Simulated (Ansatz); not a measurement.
Ansatz input file:

```yaml
crystal:
  lattice:
    - [3.135682504, 0.0, 0.0]
    - [-1.567841252, 2.6612690925, 0.0]
    - [0.0, 0.0, 32.411572309]
  atoms:
    - { symbol: S, position: [0.0, 0.0, 0.4503774709] }
    - { symbol: Mo, position: [0.6666666667, 0.3333333333, 0.5] }
    - { symbol: S, position: [0.3333333333, 0.6666666667, 0.5496225291] }
  periodic: [true, true, false]
basis:
  ecutwfc: 420
kpoints:
  mp_grid: { grid: [18, 18, 1] }
  band_path:
    path:
      - [0, 0, 0]
      - [0.5, 0, 0]
      - [0.3333333333333, 0.3333333333333, 0]
      - [0, 0, 0]
    npoints: 8
hamiltonian:
  xc: pbe
  dispersion: d3bj
scf:
  occupations: { method: gaussian, width: 0.1 }
output:
  forces: true
  stress: true
  eigenvalues: true
  write_density: true
  write_potential: true
  elf: true
  volumetric_format: npy
relax:
  adjacent_minimum: "off"
  f_tol: 0.01
  max_steps: 40
```

Run as
```bash
ansatz run input.yaml --threads 2 --pin off --max-ram 5120MiB --backend cpu --events-out ev --progress --plain --runs-dir out
```

Computed with Ansatz 0.2.0, DFT PBE+D3(BJ), scalar-relativistic, plane waves, PAW.

Abridged output (final results; tables in files aren't shown):

```
SCF converged after 2 iterations
Free energy (F): -6762.918028 eV
Harris-Foulkes:  -6762.918028 eV  (|F-HF|=5.28e-9)
Internal energy: -6762.910956 eV  (E = F + TS)
E sigma→0 (E₀):  -6762.914492 eV
Entropy (-TS):   -0.007073 eV (-2.358 meV/atom)
Fermi energy:    -5.068369 eV
--- Per-component energies (eV) ---
  E_band       = -576.220145
  E_kinetic    = 656.263564
  E_local      = -50396.363722  (includes V_loc(G=0)·N_el)
  E_nonlocal   = 199.520704
  E_hartree    = 24761.255511
  E_xc         = -378.263294
  E_vxc        = -404.673039  (∫ρ·V_xc dr)
  E_paw        = -4401.628422  (= ΣΔE_a)
  E_vpaw       = -153.483148  (= ΣTr[D̂ρ^β])
  E_aug_tail   = 0.000044  (compensation charges beyond the density's cutoff)
  E_ewald      = 22797.283662
  E_disp       = -0.979002  (pairwise vdW)
  E_smearing   = -0.007073  (= −TS)
--- Forces (eV/Å), atoms counted from 1 ---
  atom   1  S      0.00000000     0.00377251     0.00160631
  atom   2  Mo     0.00000000     0.00000000     0.00000000
  atom   3  S      0.00000000    -0.00377251    -0.00160631
--- 2D stress c σ (N/m, compression-positive) ---
       -0.228562       0.000000       0.000000
        0.000000       2.278700       0.000000
        0.000000       0.000000       0.000000
  P = ½ c Tr σ = 1.0251 N/m
--- Band table (eV; the first three rows and the last of 91) ---
  k-point 0: bands = ["-66.8221", "-40.9275", "-40.7516", "-40.7134", "-20.1359", "-19.0349", "-11.6404", "-8.7850", "-8.5734", "-8.2942", "-6.3664", "-5.9809", "-5.7717", "-5.0741", "-4.9142", "-1.8417", "-1.7706"]
  k-point 1: bands = ["-66.8205", "-40.9246", "-40.7551", "-40.7284", "-20.0822", "-19.0131", "-11.5704", "-8.9615", "-8.7522", "-7.9666", "-6.4162", "-6.1788", "-5.9867", "-4.8968", "-4.8867", "-1.9548", "-1.8711"]
  k-point 2: bands = ["-66.8158", "-40.9161", "-40.7712", "-40.7655", "-19.9240", "-18.9491", "-11.3676", "-9.4571", "-8.6695", "-7.6847", "-6.8509", "-6.5289", "-6.1935", "-4.8416", "-4.6053", "-2.3460", "-1.9288"]
  k-point 90: bands = ["-66.7722", "-41.1094", "-40.9206", "-40.8334", "-18.1739", "-17.9861", "-11.1583", "-10.6684", "-9.5568", "-9.2871", "-9.1202", "-8.1776", "-5.2907", "-4.8115", "-3.2475", "-2.8252", "-0.9904"]
--- Relaxed structure (4 steps of the walk, 4 accepted, 0 SCFs on fresh bases) ---
  F+E_penalty+E_count = -6762.91802835 eV   max|allowed force component| = 3.773e-3 eV/Å
  cell:  # Å, volume = 270.4712 Å³
    - [3.135682504, 0.0, 0.0]
    - [-1.567841252, 2.6612690925, 0.0]
    - [0.0, 0.0, 32.411572309]
  atoms:
    - { symbol: S, position: [0.00227964, 0.00455928, 0.44986807] }
    - { symbol: Mo, position: [0.66666666, 0.33333333, 0.5] }
    - { symbol: S, position: [0.33105369, 0.66210738, 0.55013192] }
```

The relaxation met its thresholds.

It took 55 s on 2 threads of Intel(R) Xeon(R) Platinum 8259CL CPU @ 2.50GHz (Skylake/Cascade Lake), with other jobs on the host, peak memory 0.8 GiB.